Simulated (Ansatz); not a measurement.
**Relaxing CaO**

Method: DFT PBEsol, scalar-relativistic, plane waves, PAW (Ansatz). Settings: 420 eV cutoff, 6×6×4 k-mesh, Gaussian smearing of 0.02 eV, no spin polarisation.

What was changed in SnO: Sn → Ca on all its sites, cell and atoms relaxed.

Command:

```bash
ansatz run input.yaml --threads 2 --pin off --max-ram 5120MiB --backend cpu --events-out ev --progress --plain --runs-dir out
```

Input:

```yaml
crystal:
  lattice:
    - [2.9420423205, -2.9420418934, 0.0]
    - [2.9420423205, 2.9420418934, 0.0]
    - [0.0, 0.0, 6.4849471198]
  atoms:
    - { symbol: Ca, position: [0.7499991694, 0.2500008306, 0.8888462908] }
    - { symbol: Ca, position: [0.2500008306, 0.7499991694, 0.1111537092] }
    - { symbol: Ca, position: [0.7500008306, 0.2499991694, 0.3888462908] }
    - { symbol: Ca, position: [0.2499991694, 0.7500008306, 0.6111537092] }
    - { symbol: O, position: [0.2500008659, 0.2499991341, 0.25] }
    - { symbol: O, position: [0.7499991341, 0.7500008659, 0.75] }
    - { symbol: O, position: [0.2499991341, 0.2500008659, 0.75] }
    - { symbol: O, position: [0.7500008659, 0.7499991341, 0.25] }
basis:
  ecutwfc: 420
kpoints:
  mp_grid: { grid: [6, 6, 4] }
hamiltonian:
  xc: pbesol
scf:
  occupations: { method: gaussian, width: 0.02 }
output:
  forces: true
  stress: true
  eigenvalues: true
relax:
  adjacent_minimum: "off"
  f_tol: 0.01
  max_steps: 60
  cell: { stress_tol: 0.1 }
```

F is the free energy. Steps run on the plane waves of an earlier cell, but the last one, and at times one on the way, on a freshly chosen basis, so a repeated geometry can differ a little in energy.

Steps:

```tsv
step	F − F(1) (eV)	largest force component (eV/Å)	V (Å³/atom)	P (GPa)
1	0.0000	0.007	14.033	-0.36
2	-0.0054	0.045	13.852	0.21
3	-0.0066	0.006	13.802	0.26
4	-0.0062	0.005	13.850	0.05
5	-0.0025	0.005	13.850	-0.01
```

Relaxed structure:

```cif
data_structure
_symmetry_space_group_name_H-M 'P 1'
_symmetry_Int_Tables_number 1
_cell_length_a 4.1510
_cell_length_b 4.1510
_cell_length_c 6.4306
_cell_angle_alpha 90.000
_cell_angle_beta 90.000
_cell_angle_gamma 90.000
_cell_volume 110.80
loop_
_atom_site_label
_atom_site_type_symbol
_atom_site_fract_x
_atom_site_fract_y
_atom_site_fract_z
_atom_site_occupancy
Ca1 Ca 0.75000 0.25000 0.89178 1
Ca2 Ca 0.25000 0.75000 0.10822 1
Ca3 Ca 0.75000 0.25000 0.39178 1
Ca4 Ca 0.25000 0.75000 0.60822 1
O1 O 0.25000 0.25000 0.25000 1
O2 O 0.75000 0.75000 0.75000 1
O3 O 0.25000 0.25000 0.75000 1
O4 O 0.75000 0.75000 0.25000 1
```

The structure is tetragonal, space group P4/nmm (No. 129). The conventional cell has a = 4.151 Å, b = 4.151 Å, c = 3.215 Å, α = 90.00°, β = 90.00°, γ = 90.00°. Ca (site symmetry 4mm) is surrounded by 4 O at 2.27 Å. Around O (site symmetry -4m2) lie 4 Ca at 2.27 Å.

The run converged. It took 12 s on 2 threads of Intel(R) Xeon(R) Platinum 8375C CPU @ 2.90GHz (Ice Lake), with other jobs on the host, peak memory 0.5 GiB.